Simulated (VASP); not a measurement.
Input of a VASP 6.6.1 run:

File POSCAR:

```
Nb
1.0
   -1.6588161900      1.6588161900      1.6588161900
    1.6588161900     -1.6588161900      1.6588161900
    1.6588161900      1.6588161900     -1.6588161900
Nb
1
Direct
    0.0000000000      0.0000000000      0.0000000000
```

INCAR.step1

```
SYSTEM = Nb
  PREC = Accurate
  ENCUT = 580
  EDIFF = 1E-8
  ISMEAR = 0
  SIGMA = 0.1
  LREAL = .FALSE.
  LASPH = .TRUE.
  NELM = 60
  ALGO = Fast
  ISIF = 3
  LWAVE = .FALSE.
  LCHARG = .FALSE.
  GGA = CA
  IBRION = 2
  NSW = 40
  EDIFFG = -0.002
```

The input INCAR.step2:

```
SYSTEM = Nb
  PREC = Accurate
  ENCUT = 580
  EDIFF = 1E-8
  ISMEAR = 0
  SIGMA = 0.1
  LREAL = .FALSE.
  LASPH = .TRUE.
  NELM = 60
  ALGO = Fast
  ISIF = 3
  LWAVE = .FALSE.
  LCHARG = .FALSE.
  GGA = CA
  IBRION = 6
  NFREE = 2
  POTIM = 0.015
  NSW = 1
```

File KPOINTS:

```
Automatic mesh
0
G
  18 18 18
  0 0 0
```

Potentials or basis: VASP PAW LDA potentials, release 64 (Nb_pv).

Run with:

```console
$ cat potpaw_LDA.64/Nb_pv/POTCAR > POTCAR
$ cp INCAR.step1 INCAR
$ mpirun -np 1 vasp_std > vasp.out
$ cp CONTCAR POSCAR
$ cp INCAR.step2 INCAR
$ mpirun -np 1 vasp_std > vasp.out
```

(1) What does it give for the elastic constants C11, C12, C44?

(2) What does it give for the Voigt bulk modulus?

(3) Predict the space group after relaxing (to 0.05 Å).

(4) Estimate the relaxed cell.

Answers

(1) 269, 153, 0 GPa.

(2) 192 GPa.

(3) Im-3m (No. 229).

(4) a = 2.827 Å, b = 2.827 Å, c = 2.827 Å, α = 109.47°, β = 109.47°, γ = 109.47°.

Caveat: the elastic tensor has a negative eigenvalue, so either the cell is unstable as it stands or the mesh is too thin.
